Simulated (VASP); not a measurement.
The system is KF (Carobbiite).

```
K F
1.0
     0.00000    2.70937    2.70937
     2.70937    0.00000    2.70937
     2.70937    2.70937    0.00000
K F
1 1
Cartesian
  0.0000 0.0000 0.0000
  2.7094 2.7094 2.7094
```

| Quantity | Value |
| --- | --- |
| Program | VASP 6.6.1 |
| Task | relaxation of cell and atoms |
| Functional | PBEsol |
| Potentials or basis | VASP PAW PBE potentials, release 64 (K_sv, F) |
| Cutoff | 600 eV |
| k mesh | 8 × 8 × 8 |
| Occupations | gaussian, width 0.02 eV |
| Spin | no spin polarisation |

At the start: pressure -1.8 GPa; volume 19.89 Å³/atom.

Q: How do energy, volume and symmetry change on relaxing?

A: Over 4 steps the energy falls by 7.1 meV/atom and the volume is 18.69 Å³/atom (-6.0 %); space group Fm-3m (No. 225, to 0.05 Å).

The path:
| step | energy change (eV) | largest force (eV/Å) | pressure (GPa) | volume (Å³) |
| --- | --- | --- | --- | --- |
| 1 | 0.0000 | 0.0000 | -1.78 | 39.78 |
| 2 | -0.0108 | 0.0000 | -0.94 | 38.52 |
| 3 | -0.0143 | 0.0000 | -0.07 | 37.45 |
| 4 | -0.0143 | 0.0000 | 0.00 | 37.37 |

Final structure:
```cif
data_structure
_symmetry_space_group_name_H-M 'P 1'
_symmetry_Int_Tables_number 1
_cell_length_a 3.7527
_cell_length_b 3.7527
_cell_length_c 3.7527
_cell_angle_alpha 60.000
_cell_angle_beta 60.000
_cell_angle_gamma 60.000
_cell_volume 37.37
loop_
_atom_site_label
_atom_site_type_symbol
_atom_site_fract_x
_atom_site_fract_y
_atom_site_fract_z
_atom_site_occupancy
K1 K 0.00000 0.00000 0.00000 1
F1 F 0.50000 0.50000 0.50000 1
```

Caveat: the PAW data sets were made with another functional, which shifts forces and pressure a little.
